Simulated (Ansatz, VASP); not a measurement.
# B in VASP and in Ansatz

The input INCAR:

```
SYSTEM = B
ALGO     = Normal         ! electronic algorithm
EDIFF    = 1E-7           ! SCF threshold, eV
ENCUT    = 520            ! plane-wave cutoff, eV
GGA      = CA             ! functional
ISIF     = 2              ! what is computed and relaxed
ISMEAR   = 0              ! smearing method
LASPH    = .TRUE.         ! aspherical terms in the spheres
LCHARG   = .FALSE.        ! write CHGCAR
LREAL    = .FALSE.        ! projectors in reciprocal space
LWAVE    = .FALSE.        ! write WAVECAR
NBANDS   = 8              ! bands
NELM     = 100            ! most SCF steps
PREC     = Accurate       ! precision mode
SIGMA    = 0.15           ! smearing width, eV
```

File KPOINTS:

```
k-points
0
G
  36 36 14
  0 0 0
```

The input POSCAR:

```
B
1.0
    1.7972032725      0.0000000000      0.0000000000
   -0.8986016362      1.5564236897      0.0000000000
    0.0000000000      0.0000000000      3.2621271370
B
1
Direct
    0.0000000000      0.0000000000      0.0000000000
```

Input for Ansatz:

```yaml
crystal:
  lattice:
    - [1.7972032725, 0.0, 0.0]
    - [-0.8986016362, 1.5564236897, 0.0]
    - [0.0, 0.0, 3.262127137]
  atoms:
    - { symbol: B, position: [0.0, 0.0, 0.0] }
basis:
  ecutwfc: 420
kpoints:
  mp_grid: { grid: [36, 36, 14] }
hamiltonian:
  xc: lda
scf:
  occupations: { method: gaussian, width: 0.15 }
output:
  forces: true
  stress: true
  eigenvalues: true
```

Alike in both runs: task single point; functional LDA; k mesh 36 × 36 × 14; occupations gaussian, width 0.15 eV; no spin polarisation.

|  | VASP | Ansatz |
| --- | --- | --- |
| version | VASP 6.6.1 | Ansatz 0.2.0 |
| potentials or method | VASP PAW LDA potentials, release 64 (B) | scalar-relativistic, plane waves, PAW |
| plane-wave cutoff (eV) | 520 | 420 |
| valence electrons in the cell | 3 | 3 |

Ansatz gave:

- gap on the k mesh at the Fermi level (eV): none
- pressure (GPa): -27.7
- largest component of the traceless stress (GPa): 30.06

Q: Estimate VASP's values.

A: gap on the k mesh at the Fermi level (eV): none; pressure (GPa): -27.7; largest component of the traceless stress (GPa): 29.96.

A gap of «none» marks a metal or a gap that the smearing closes.

Caveats: so large a pressure means that the cell lies far from this level's equilibrium, or that cutoff or potentials fall short (VASP).
